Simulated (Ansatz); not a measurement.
Phonon dispersion of CaO

Method: DFT PBE, scalar-relativistic, plane waves, PAW in Ansatz 0.2.0. Plane waves to 420 eV; Γ-centred k mesh 8×8×8; fixed occupations. No spin polarisation. Phonons by linear response, acoustic sum rule imposed.

Equilibrium structure at this level:
```yaml
crystal:
  lattice:
    - [0.00000, 2.41539, 2.41539]
    - [2.41539, 0.00000, 2.41539]
    - [2.41539, 2.41539, 0.00000]
  atoms:
    - { symbol: Ca, position: [0.50000, 0.50000, 0.50000] }
    - { symbol: O, position: [0.00000, 0.00000, 0.00000] }
```

The cell has the rock salt type, in a space group that the Crystallography Open Database lists for this formula; it was reached from a generator's guess.

Force constants from linear response on a 4×4×4 q mesh.

Path: Γ–X–U | K–Γ–L–W–X. Only the points of the 4×4×4 mesh were computed; the rest is interpolation, which is rough on so few points. On the mesh no mode is imaginary. Distance along the path (Å⁻¹), then the branches (cm⁻¹, negative for imaginary; the LO field is included):
```
0.000  0 0 0 255 255 537
0.163  43 43 66 258 258 534
0.325  82 82 126 263 263 523
0.488  116 116 179 268 268 502
0.650  144 144 221 272 272 473
0.813  166 166 250 276 276 440
0.976  183 183 268 280 280 411
1.138  194 194 276 282 282 390
1.301  198 198 278 284 284 383
1.358  198 199 278 284 285 382
1.416  198 203 277 284 291 381
1.473  198 210 276 284 299 379
1.531  197 219 274 285 310 376
1.588  197 229 273 286 322 373
1.645  196 240 270 287 335 368
1.703  196 251 268 288 349 363
1.760  194 262 264 289 357 362
1.760  194 262 264 289 357 362
1.933  187 251 286 293 336 399
2.105  174 232 292 294 315 432
2.278  158 205 277 290 298 463
2.450  137 170 244 281 285 490
2.623  112 132 197 270 275 511
2.795  80 91 139 262 266 526
2.968  42 46 72 257 258 534
3.140  0 0 0 255 255 537
3.140  0 0 0 255 255 537
3.281  36 36 60 257 257 535
3.422  69 69 118 260 260 531
3.562  98 98 174 267 267 524
3.703  122 122 226 274 274 514
3.844  142 142 273 282 282 501
3.985  156 156 288 288 315 485
4.126  165 165 291 291 348 468
4.266  168 168 292 292 362 460
4.381  169 172 292 293 360 457
4.496  172 182 292 297 353 450
4.611  178 197 294 301 342 438
4.726  185 214 296 303 332 422
4.841  195 229 295 301 329 403
4.956  208 242 279 310 331 382
5.071  221 250 262 322 333 360
5.186  230 252 252 334 334 345
5.268  229 245 258 324 343 344
5.349  225 237 263 315 337 354
5.430  220 228 268 307 328 362
5.511  214 219 271 299 316 370
5.593  208 211 274 293 304 375
5.674  203 204 276 288 294 380
5.755  199 199 277 285 286 382
5.837  198 198 278 284 284 383
```
